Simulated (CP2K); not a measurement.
**Pd under changes of volume**

One of the cells (15.547 Å³/atom); the others are scaled copies at fixed shape and fractional positions:

```xyz
1
Lattice="2.7233 0.0000 0.0000 -0.9078 2.5675 0.0000 -0.9078 -1.2838 2.2235" Properties=species:S:1:pos:R:3 pbc="T T T"
Pd    0.0000    0.0000    0.0000
```

This isn't the form of Pd at room conditions, which is fcc.

| Quantity | Value |
| --- | --- |
| Program | CP2K 2026.2 |
| Functional | r2SCAN |
| Potentials or basis | POTENTIAL_UZH Pd GTH-SCAN-q18; TZVP-MOLOPT-SCAN-GTH basis |
| Density cutoff | 9184 eV |
| k mesh | 12 × 12 × 12 |
| Occupations | fermi-dirac, width 0.01 eV |
| Spin | no spin polarisation |

| volume (Å³/atom) | energy over the lowest point (meV/atom) | pressure (GPa) |
| --- | --- | --- |
| 14.614 | 33.76 | 12.6 |
| 14.925 | 14.04 | 7.8 |
| 15.236 | 3.14 | 3.5 |
| 15.547 | 0.00 | -0.2 |
| 15.858 | ? | ? |
| 16.169 | 13.35 | -6.4 |
| 16.480 | 28.25 | -8.9 |

Problem. What does the run at 15.858 Å³/atom give?

Solution. Energy over the lowest point 3.68 meV/atom; pressure -3.5 GPa.

Worked out: A Birch-Murnaghan fit of order 3 (a polynomial in V^(-2/3)) to the other rows has its minimum at 15.53 Å³/atom with B0 = V·E''(V) = 176 GPa and B' = 5.5. It gives 3.68 meV/atom at 15.858 Å³/atom, against the run's 3.68, and -dE/dV = -3.5 GPa, against -3.5.

Energies are extrapolated to zero smearing.

Caveats: the basis of atomic orbitals isn't converged, which shifts pressures, moduli and gaps.
